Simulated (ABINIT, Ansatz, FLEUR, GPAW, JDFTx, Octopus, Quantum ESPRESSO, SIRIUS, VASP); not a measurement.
# MnO: 9 runs at one level of theory

```
Mn O
1.0
     0.00000    2.22391    2.22391
     2.22391    0.00000    2.22391
     2.22391    2.22391    0.00000
Mn O
1 1
Cartesian
  0.0000 0.0000 0.0000
  2.2239 2.2239 2.2239
```

The cell is a database's computed one, not the measured one.

Alike in all runs: task single point; functional PBEsol; k mesh 10 × 10 × 10; occupations fermi-dirac, width 0.05 eV; collinear spin, ferromagnetic start; no spin-orbit coupling. The measured crystal is an antiferromagnetic insulator; the state found here is the runs' own. Pressure is positive in compression and, in plane waves, holds the error of the finite cutoff.

```json
{"program and potentials": "SIRIUS, PseudoDojo 0.4.1 PBEsol standard (scalar relativistic)", "plane-wave cutoff (eV)": "1307", "notes": "10.5 valence electrons an atom on average", "band gap (eV)": "no gap", "pressure (GPa)": "-6.82", "net moment per atom (μB)": "2.40"}
{"program and potentials": "ABINIT, PseudoDojo NC SR PBEsol v0.4.1 standard", "plane-wave cutoff (eV)": "1306", "notes": "10.5 valence electrons an atom on average", "band gap (eV)": "no gap", "pressure (GPa)": "-6.81", "net moment per atom (μB)": "2.40"}
{"program and potentials": "GPAW, PAW data sets generated for this functional", "plane-wave cutoff (eV)": "800", "notes": "10.5 valence electrons an atom on average", "band gap (eV)": "no gap", "pressure (GPa)": "-5.92", "net moment per atom (μB)": "2.36"}
{"program and potentials": "JDFTx, PseudoDojo-SR-PBEsol-0.4.1-standard with smoothed tails", "plane-wave cutoff (eV)": "1306", "notes": "10.5 valence electrons an atom on average", "band gap (eV)": "no gap", "pressure (GPa)": "-6.81", "net moment per atom (μB)": "2.40"}
{"program and potentials": "Octopus, pseudodojo_pbesol (PseudoDojo 0.4, PBEsol)", "plane-wave cutoff (eV)": "-", "notes": "10.5 valence electrons an atom on average", "band gap (eV)": "no gap", "pressure (GPa)": "-", "net moment per atom (μB)": "2.40"}
{"program and potentials": "Ansatz, all-electron LAPW, scalar-relativistic", "plane-wave cutoff (eV)": "-", "notes": "-", "band gap (eV)": "no gap", "pressure (GPa)": "-7.14", "net moment per atom (μB)": "2.38"}
{"program and potentials": "Quantum ESPRESSO, GBRV 1.5 PBEsol", "plane-wave cutoff (eV)": "612", "notes": "10.5 valence electrons an atom on average", "band gap (eV)": "no gap", "pressure (GPa)": "-6.88", "net moment per atom (μB)": "2.39"}
{"program and potentials": "VASP, PBE PAW files Mn_pv, O, 520 eV", "plane-wave cutoff (eV)": "520", "notes": "potentials made for PBE; 9.5 valence electrons an atom on average", "band gap (eV)": "no gap", "pressure (GPa)": "-6.90", "net moment per atom (μB)": "2.38"}
{"program and potentials": "FLEUR, all-electron, FLAPW", "plane-wave cutoff (eV)": "-", "notes": "-", "band gap (eV)": "no gap", "pressure (GPa)": "-", "net moment per atom (μB)": "2.38"}
```

None finds a gap. The pressure spans -7.14 (Ansatz, all-electron LAPW, scalar-relativistic) to -5.92 GPa (GPAW, PAW data sets generated for this functional), with all-electron results at -7.14. The net moment per atom spans 2.36 (GPAW, PAW data sets generated for this functional) to 2.40 μB (Octopus, pseudodojo_pbesol (PseudoDojo 0.4, PBEsol)), with all-electron results at 2.38. The state is the one that the start led to, which needn't be the lowest.

Differences between rows come from potentials, basis sets and numerical settings, since the functional is the same but for its coding. Runs on potential files found faulty are left out.
